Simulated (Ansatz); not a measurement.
FeGe:

```
CELL_PARAMETERS angstrom
4.99760 0.00000 0.00000
-2.49880 4.32805 0.00000
0.00000 0.00000 4.11576
ATOMIC_POSITIONS crystal
Ge 0.66667 0.33333 0.50000
Ge 0.33333 0.66667 0.50000
Ge 0.00000 0.00000 0.00000
Fe 0.00000 0.50000 0.00000
Fe 0.50000 0.50000 0.00000
Fe 0.50000 0.00000 0.00000
```

The cell is a database's computed one.

| Quantity | Value |
| --- | --- |
| Program | Ansatz 0.2.0 |
| Task | relaxation of cell and atoms |
| Functional | LDA |
| Potentials or basis | Ansatz PAW |
| Cutoff | 420 eV (not typed: the program's choice for these potentials) |
| k mesh | 6 × 6 × 7 |
| Occupations | fermi-dirac, width 0.05 eV |
| Spin | collinear spin, ferromagnetic start |
| Starting moments | [0.0, 0.0, 0.0, 3.0, 3.0, 3.0] μB |
| Hubbard terms | Fe d U = 3 eV |

At the start: volume 14.84 Å³/atom.

Problem. How do energy, volume and symmetry change on relaxing?

Solution. It ends after 6 steps and the volume is 14.25 Å³/atom (-4.0 %); space group P6/mmm (No. 191, to 0.05 Å); moment 6.68 μB per cell.

Step by step:
| step | energy change (eV) | largest force (eV/Å) | volume (Å³) |
| --- | --- | --- | --- |
| 1 | 0.0000 | 0.0000 | 89.02 |
| 2 | -0.0412 | 0.0000 | 87.04 |
| 3 | -0.0523 | 0.0000 | 85.11 |
| 4 | -0.0528 | 0.0000 | 85.48 |
| 5 | -0.0511 | 0.0000 | 85.48 |
| 6 | -0.0511 | 0.0000 | 85.48 |

Final structure:
```cif
data_structure
_symmetry_space_group_name_H-M 'P 1'
_symmetry_Int_Tables_number 1
_cell_length_a 4.9340
_cell_length_b 4.9340
_cell_length_c 4.0546
_cell_angle_alpha 90.000
_cell_angle_beta 90.000
_cell_angle_gamma 120.000
_cell_volume 85.48
loop_
_atom_site_label
_atom_site_type_symbol
_atom_site_fract_x
_atom_site_fract_y
_atom_site_fract_z
_atom_site_occupancy
Ge1 Ge 0.66667 0.33333 0.50000 1
Ge2 Ge 0.33333 0.66667 0.50000 1
Ge3 Ge 0.00000 0.00000 0.00000 1
Fe1 Fe 0.00000 0.50000 0.00000 1
Fe2 Fe 0.50000 0.50000 0.00000 1
Fe3 Fe 0.50000 0.00000 0.00000 1
```

Caveat: the magnetic or orbital state may not be the lowest; the plane-wave basis is chosen anew once the cell has moved, so the energies of steps on either side of that aren't comparable; the PAW data sets come from PBE, with cores solved anew for the run's functional, which leaves a small shift of forces and pressure; the U is typed as a test and isn't derived for this compound.
